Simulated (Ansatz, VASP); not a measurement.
TaN: VASP beside Ansatz

Contents of INCAR:

```
SYSTEM = TaN
PREC = Accurate
ENCUT = 520
EDIFF = 1E-8
ISMEAR = -1
SIGMA = 0.02
LREAL = .False.
LASPH = .True.
NELM = 80
ALGO = Normal
ISIF = 2
LWAVE = .False.
LCHARG = .False.
GGA = PS
LEFG = .True.
NBANDS = 15
```

The input KPOINTS:

```
regular mesh
0
Gamma
  9 9 9
  0 0 0
```

POSCAR

```
TaN
1.0
    0.0000000000      2.1572100000      2.1790000000
    2.1572100000      0.0000000000      2.1790000000
    2.1572100000      2.1572100000      0.0000000000
Ta N
1 1
Direct
    0.5000000000      0.5000000000      0.5000000000
    0.0000000000      0.0000000000      0.0000000000
```

Input for Ansatz:

```yaml
crystal:
  lattice:
    - [0.0, 2.15721, 2.179]
    - [2.15721, 0.0, 2.179]
    - [2.15721, 2.15721, 0.0]
  atoms:
    - { symbol: Ta, position: [0.5, 0.5, 0.5] }
    - { symbol: "N", position: [0.0, 0.0, 0.0] }
kpoints:
  mp_grid: { grid: [9, 9, 9] }
scf:
  occupations: { method: fermi_dirac, width: 0.02 }
hamiltonian:
  xc: pbesol
  pseudopotentials: { kind: paw }
output:
  forces: true
  stress: true
  eigenvalues: true
  efg: { contact_densities: true }
  write_density: true
  write_potential: true
  elf: true
  volumetric_format: npy
```

Change from the starting cell: equal xx and yy strain of -1 %, PAW files.

Alike in both runs: task electric field gradients; functional PBEsol; k mesh 9 × 9 × 9; occupations fermi-dirac, width 0.02 eV; no spin polarisation.

|  | VASP | Ansatz |
| --- | --- | --- |
| version | VASP 6.6.1 | Ansatz 0.2.0 |
| potentials or method | VASP PAW PBE potentials, release 64 (Ta_pv, N) | PAW with Ansatz's default frozen-core files, scalar-relativistic |
| plane-wave cutoff (eV) | 520 | 420 |
| valence electrons in the cell | 16 | 18 |

Ansatz gave:

- pressure (GPa): 12.3
- largest component of the traceless stress (GPa): 5.97
- Vzz of the field gradient on the site that differs most (V/Å²): 53.0

Task: Estimate VASP's values.

Result: Pressure (GPa): 13.5; largest component of the traceless stress (GPa): 5.98; Vzz of the field gradient on the site that differs most (V/Å²): 48.8.

The two sets of potentials don't hold the same shells in valence. Ansatz warned: «gradients_without_spin_orbit».

Caveats: the PAW data sets were made with another functional, which shifts forces and pressure a little (VASP). Spin-orbit coupling is left out, which matters for the levels of Ta.
